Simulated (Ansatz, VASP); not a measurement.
**Cross-check of P between VASP and Ansatz**

Wanted: the spread between two codes on one cell, functional and k mesh. The cell is taken from a series of runs on this material, whose earlier steps may have relaxed, scaled, displaced or heated it; both programs get it as it stands.

Method: plane waves, with VASP 6.6.1 beside it; single point at HSE06, in Ansatz 0.2.0.

## (1) The structure

The cell holds 4 atoms: 4 P. Its edges and angles: a = 3.255 Å, b = 3.255 Å, c = 34.400 Å, α = 90.0°, β = 90.0°, γ = 120.0°. Vacuum lies along c.

## (2) VASP: single point, HSE06

With cell and atoms fixed, the geometry can't cause a difference; cores, projectors, grids and the points listed under the comparison can.

Lines of VASP's logs that name or quote its potential files are left out, and so is its time.

The run reads the wave functions of an earlier VASP run, which isn't shown here.

INCAR reads:

```
SYSTEM = P
PREC = Accurate
ENCUT = 400
EDIFF = 1E-06
NELM = 100
ISMEAR = 0
SIGMA = 0.01
LREAL = .FALSE.
ALGO = Normal
LHFCALC = .TRUE.
AEXX = 0.25
GGA = PE
HFSCREEN = 0.208
LASPH = .TRUE.
NBANDS = 16
PRECFOCK = Fast
LORBIT = 11
LWAVE = .FALSE.
LCHARG = .FALSE.
KPAR = 4
NCORE = 2
ISIF = 2
LDIPOL = .TRUE.
IDIPOL = 3
DIPOL = 0.5 0.5 0.5
LVHAR = .TRUE.
```

POSCAR reads:

```
P
1.0
    3.2551426215      0.0000000000      0.0000000000
   -1.6275713108      2.8190362032      0.0000000000
    0.0000000000      0.0000000000     34.4000000000
P
4
Direct
    0.3333333333      0.6666666667      0.4546438761
    0.6666666667      0.3333333333      0.4184564772
    0.3333333333      0.6666666667      0.5815435228
    0.6666666667      0.3333333333      0.5453561239
```

KPOINTS reads:

```
Automatic mesh
0
Gamma
6 6 1
0 0 0
```

Potentials, in the order of the species: P (PBE family, release 64).

Command:

```sh
mpirun -np 8 vasp_std
```

Numbers of over 12 decimals in the logs are rounded to 6 here.

Log:

```text
[banner, memory and clock lines left out]
running    8 mpi-ranks, on    1 nodes
 distrk:  each k-point on    2 cores,    4 groups
 distr:  one band on    2 cores,    1 groups

 POSCAR found type information on POSCAR P
 POSCAR found :  1 types and       4 ions
 LDA part: xc-table for (Slater+PW92), standard interpolation
 found WAVECAR, reading the header
 POSCAR, INCAR and KPOINTS ok, starting setup
 FFT: planning ... GRIDC
 FFT: planning ... GRID_SOFT
 FFT: planning ... GRID
 reading WAVECAR
 the WAVECAR file was read successfully
 initial charge from wavefunction
 entering main loop
       N       E                     dE             d eps       ncg     rms          rms(c)
DAV:   1    -0.255821975147E+02   -0.25582E+02   -0.60744E-01   264   0.467E+00    0.237E+00
DAV:   2    -0.255893983752E+02   -0.72009E-02   -0.36098E-02   312   0.104E+00    0.162E+00
DAV:   3    -0.255880754987E+02    0.13229E-02   -0.19985E-03   336   0.268E-01    0.976E-01
DAV:   4    -0.255875196914E+02    0.55581E-03   -0.46574E-04   304   0.118E-01    0.562E-01
DAV:   5    -0.255873540771E+02    0.16561E-03   -0.16682E-04   320   0.692E-02    0.312E-01
DAV:   6    -0.255873085726E+02    0.45504E-04   -0.42812E-05   312   0.353E-02    0.175E-01
DAV:   7    -0.255872966117E+02    0.11961E-04   -0.11256E-05   312   0.184E-02    0.978E-02
DAV:   8    -0.255872949955E+02    0.16162E-05   -0.29913E-06   256   0.989E-03    0.553E-02
DAV:   9    -0.255872967484E+02   -0.17528E-05   -0.12637E-06   256   0.685E-03    0.315E-02
DAV:  10    -0.255872999947E+02   -0.32464E-05   -0.65494E-07   248   0.506E-03    0.178E-02
DAV:  11    -0.255873028047E+02   -0.28099E-05   -0.38497E-07   240   0.384E-03    0.986E-03
DAV:  12    -0.255873057946E+02   -0.29899E-05   -0.25354E-07   248   0.296E-03    0.536E-03
DAV:  13    -0.255873084556E+02   -0.26611E-05   -0.17249E-07   224   0.228E-03    0.291E-03
DAV:  14    -0.255873106868E+02   -0.22312E-05   -0.12029E-07   240   0.175E-03    0.165E-03
DAV:  15    -0.255873128723E+02   -0.21855E-05   -0.96010E-08   224   0.140E-03    0.111E-03
DAV:  16    -0.255873145358E+02   -0.16635E-05   -0.68377E-08   240   0.110E-03    0.918E-04
DAV:  17    -0.255873163135E+02   -0.17776E-05   -0.64187E-08   224   0.934E-04    0.837E-04
DAV:  18    -0.255873174883E+02   -0.11748E-05   -0.42435E-08   208   0.740E-04    0.780E-04
DAV:  19    -0.255873188683E+02   -0.13800E-05   -0.44955E-08   224   0.677E-04    0.727E-04
DAV:  20    -0.255873197405E+02   -0.87223E-06   -0.28469E-08   208   0.544E-04
   1 F= -.25587320E+02 E0= -.25587320E+02  d E =-.179823E-12
```

Parts of OUTCAR (step 2):

```text
ion  position               nearest neighbor table
   1  0.333  0.667  0.455-   2 2.25   2 2.25   2 2.25
   2  0.667  0.333  0.418-   1 2.25   1 2.25   1 2.25
   3  0.333  0.667  0.582-   4 2.25   4 2.25   4 2.25
   4  0.667  0.333  0.545-   3 2.25   3 2.25   3 2.25

  LATTYP: Found a hexagonal cell.
 ALAT       =     3.2551426215
 C/A-ratio  =    10.5678933306

 Subroutine GETGRP returns: Found 12 space group operations
 (whereof 12 operations were pure point group operations)

The static configuration has the point symmetry D_3d.

 Found      7 irreducible k-points:

   k-points           NKPTS =      7   k-points in BZ     NKDIM =     36   number of bands    NBANDS=     16

   dimension x,y,z NGX =    24 NGY =   24 NGZ =  224
   dimension x,y,z NGXF=    48 NGYF=   48 NGZF=  448

   ENCUT  =  400.0 eV  29.40 Ry    5.42 a.u.   5.31  5.31 56.10*2*pi/ulx,y,z

   NELECT =      20.0000    total number of electrons

 k-points in reciprocal lattice and weights: Automatic mesh
   0.00000000  0.00000000  0.00000000       0.028
   0.16666667  0.00000000  0.00000000       0.167
   0.33333333  0.00000000  0.00000000       0.167
   0.50000000  0.00000000  0.00000000       0.083
   0.16666667  0.16666667  0.00000000       0.167
   0.33333333  0.16666667  0.00000000       0.333
   0.33333333  0.33333333  0.00000000       0.056

  exchange ACFDT corr.  =         0.00000000  see jH, gK, PRB 81, 115126

 dipolmoment           0.000000      0.000000      0.000000 electrons x Angstroem

 average (electrostatic) potential at core
       1 -88.0831       2 -88.0716       3 -88.0716       4 -88.0831

 E-fermi :  -3.1538

 k-point     1 :       0.0000    0.0000    0.0000
  band No.  band energies     occupation
    ...
      6      -3.9586      2.00000
      7      -3.9586      2.00000
      8      -3.8983      2.00000
      9      -3.8983      2.00000
     10      -3.2931      2.00000
     11       1.0421      0.00000
     12       1.0421      0.00000
     13       1.0676      0.00000
     14       1.0676      0.00000
     15       1.1623      0.00000
    ...

 k-point     2 :       0.1667    0.0000    0.0000
  band No.  band energies     occupation
    ...
      6      -6.6528      2.00000
      7      -4.9286      2.00000
      8      -4.8361      2.00000
      9      -4.7654      2.00000
     10      -3.2011      2.00000
     11      -0.0879      0.00000
     12       0.0489      0.00000
     13       2.0410      0.00000
     14       2.1862      0.00000
     15       2.6509      0.00000
    ...

 k-point     3 :       0.3333    0.0000    0.0000
  band No.  band energies     occupation
    ...
      6      -8.1130      2.00000
      7      -5.9676      2.00000
      8      -5.8893      2.00000
      9      -4.4880      2.00000
     10      -4.1663      2.00000
     11      -1.4099      0.00000
     12      -0.8071      0.00000
     13       0.9379      0.00000
     14       1.4460      0.00000
     15       2.4075      0.00000
    ...

  Total       -0.1165381     -0.1165381     -0.8323338      0.0000000      0.0000000      0.0000000
  in kB       -0.5914928     -0.5914928     -4.2245357      0.0000000      0.0000000      0.0000000
  external PRESSURE =      -1.8025071 kB  Pullay stress =       0.0000000 kB

  energy-cutoff  :      400.00
  volume of cell :      315.67
      direct lattice vectors                 reciprocal lattice vectors
     3.255142622  0.000000000  0.000000000     0.307206201  0.177365583  0.000000000
    -1.627571311  2.819036203  0.000000000     0.000000000  0.354731166  0.000000000
     0.000000000  0.000000000 34.400000000     0.000000000  0.000000000  0.029069767

 POSITION                                       TOTAL-FORCE (eV/Angst)
 -----------------------------------------------------------------------------------
     -0.00000      1.87936     15.63975         0.000000     -0.000000     -0.697201
      1.62757      0.93968     14.39490        -0.000000      0.000000      0.532996
     -0.00000      1.87936     20.00510         0.000000      0.000000     -0.532996
      1.62757      0.93968     18.76025        -0.000000      0.000000      0.697201
 -----------------------------------------------------------------------------------
    total drift:                               -0.000000     -0.000000      0.000001

  FREE ENERGIE OF THE ION-ELECTRON SYSTEM (eV)
  ---------------------------------------------------
  free  energy   TOTEN  =       -25.5873197405 eV

  energy  without entropy=      -25.5873197405  energy(sigma->0) =      -25.58731974

 vacuum level on the upper side and lower side of the slab         2.744         2.744

 total charge
# of ion       s       p       d       tot
------------------------------------------
    1        1.093   1.368   0.000   2.461
    2        1.092   1.368   0.000   2.460
    3        1.092   1.368   0.000   2.460
    4        1.093   1.368   0.000   2.461
--------------------------------------------------
tot          4.370   5.473   0.000   9.843

[... 3 further parts left out ...]
```

The k-mesh is coarse for exact exchange; levels may shift by about 0.1 eV on a finer one.

(Part 1 of 2 ends here.)

[Lines on the potential files, build, host, timing and source positions are cut from VASP's logs without a mark.]

[Logs are printed without paths, hosts, clocks, repeated set-up lines and the standing remarks that a program may print on its own settings, such as how far it seeks lower states.]

[Hosts, paths, dates, database ids (printed as entryN), source tags and the programs' standing remarks are cut or masked in the printed files.]
